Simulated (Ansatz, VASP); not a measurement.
**Two plane-wave programs on KF**

Contents of INCAR:

```
  ALGO = Normal
  EDIFF = 1E-7
  ENCUT = 520
  GGA = PE
  ISIF = 2
  ISMEAR = 0
  LASPH = T
  LCHARG = T
  LELF = T
  LREAL = F
  LVHAR = T
  LWAVE = F
  NBANDS = 15
  NELM = 60
  PREC = Accurate
  SIGMA = 0.01
```

KPOINTS

```
k-points
0
Gamma
  6 6 6
```

POSCAR

```
KF
1.0
    0.0000000000      2.6589605792      2.6589605792
    2.6589605792      0.0000000000      2.6589605792
    2.6589605792      2.6589605792      0.0000000000
K F
1 1
Direct
    0.0000000000      0.0000000000      0.0000000000
    0.5000000000      0.5000000000      0.5000000000
```

Input for Ansatz:

```yaml
crystal:
  lattice:
    - [0.0, 2.6589605792, 2.6589605792]
    - [2.6589605792, 0.0, 2.6589605792]
    - [2.6589605792, 2.6589605792, 0.0]
  atoms:
    - { symbol: K, position: [0.0, 0.0, 0.0] }
    - { symbol: F, position: [0.5, 0.5, 0.5] }
kpoints:
  mp_grid: { grid: [6, 6, 6] }
hamiltonian:
  xc: pbe
scf:
  occupations: { method: fixed }
output:
  optics:
    e_range: [0, 23]
    de: 0.05
    sigma: 0.1
    bands: { spectra_wanted_up_to: 23 }
```

Alike in both runs: task single point; functional PBE; k mesh 6 × 6 × 6; no spin polarisation.

```csv
,VASP,Ansatz
version,VASP 6.6.1,Ansatz 0.2.0
potentials or method,"VASP PAW PBE potentials, release 64 (K_sv, F)","plane waves, PAW"
plane-wave cutoff (eV),520,420
occupations,"gaussian, width 0.01 eV",fixed
valence electrons in the cell,16,16
```

Ansatz gave:

```
gap on the k mesh at the Fermi level (eV) : 6.26
```

Question: Which values does VASP return?

Answer: gap on the k mesh at the Fermi level (eV): 6.24.

Expect the measured gap to be larger: semilocal functionals such as PBE lack the derivative discontinuity.
